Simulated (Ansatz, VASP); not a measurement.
**Two plane-wave programs on HfC**

File POSCAR:

```
HfC
1.0
    0.0000000000      2.5699651477      2.5699651477
    2.5699651477      0.0000000000      2.5699651477
    2.5699651477      2.5699651477      0.0000000000
Hf C
1 1
Direct
    0.0000000000      0.0000000000      0.0000000000
    0.2500000000      0.2500000000      0.2500000000
```

Contents of INCAR.step1:

```
PREC = Accurate
ENCUT = 520
ISMEAR = 0
SIGMA = 0.05
LREAL = F
LASPH = T
NELM = 80
NBANDS = 14
GGA = PE
ALGO = Normal
EDIFF = 1E-4
LWAVE = T
LCHARG = F
```

The input INCAR.step2:

```
PREC = Accurate
ENCUT = 520
EDIFF = 1E-6
ISMEAR = 0
SIGMA = 0.05
LREAL = F
LASPH = T
NELM = 80
ALGO = Normal
ISIF = 2
LWAVE = F
LCHARG = T
METAGGA = R2SCAN
LMIXTAU = T
LELF = T
LVHAR = T
NBANDS = 14
ISTART = 1
```

Contents of KPOINTS:

```
regular mesh
0
Gamma
  12 12 12
```

Input for Ansatz:

```yaml
crystal:
  lattice:
    - [0.0, 2.5699651477, 2.5699651477]
    - [2.5699651477, 0.0, 2.5699651477]
    - [2.5699651477, 2.5699651477, 0.0]
  atoms:
    - { symbol: Hf, position: [0.0, 0.0, 0.0] }
    - { symbol: C, position: [0.25, 0.25, 0.25] }
basis:
  ecutwfc: 500
  ecutrho_ratio: 4
kpoints:
  mp_grid: { grid: [12, 12, 12] }
hamiltonian:
  xc: r2scan
scf:
  occupations: { method: gaussian, width: 0.05 }
output:
  forces: true
  stress: true
  eigenvalues: true
```

Alike in both runs: task single point; functional r2SCAN; k mesh 12 × 12 × 12; occupations gaussian, width 0.05 eV; no spin polarisation.

|  | VASP | Ansatz |
| --- | --- | --- |
| version | VASP 6.6.1 | Ansatz 0.2.0 |
| potentials or method | VASP PAW PBE potentials, release 64 (Hf_pv, C) | scalar-relativistic, plane waves, PAW |
| plane-wave cutoff (eV) | 520 | 500 |
| valence electrons in the cell | 14 | 30 |

```csv
,VASP,Ansatz,Ansatz less VASP
gap on the k mesh at the Fermi level (eV),0.69,0.67,-0.012
least direct gap on the mesh (eV),0.69,0.67,-0.012
pressure (GPa),-10.3,-9.7,+0.65
```

With one functional, cell and mesh, what is left measures potentials, basis and numerics. The two sets of potentials don't hold the same shells in valence.

Caveats: the PAW data sets were made with another functional, which shifts forces and pressure a little (VASP); spin-orbit coupling is left out, which moves the levels of the heavy elements. r2SCAN opens gaps a little over a GGA but as a rule still falls short of measured ones. A k mesh can miss the band edges.
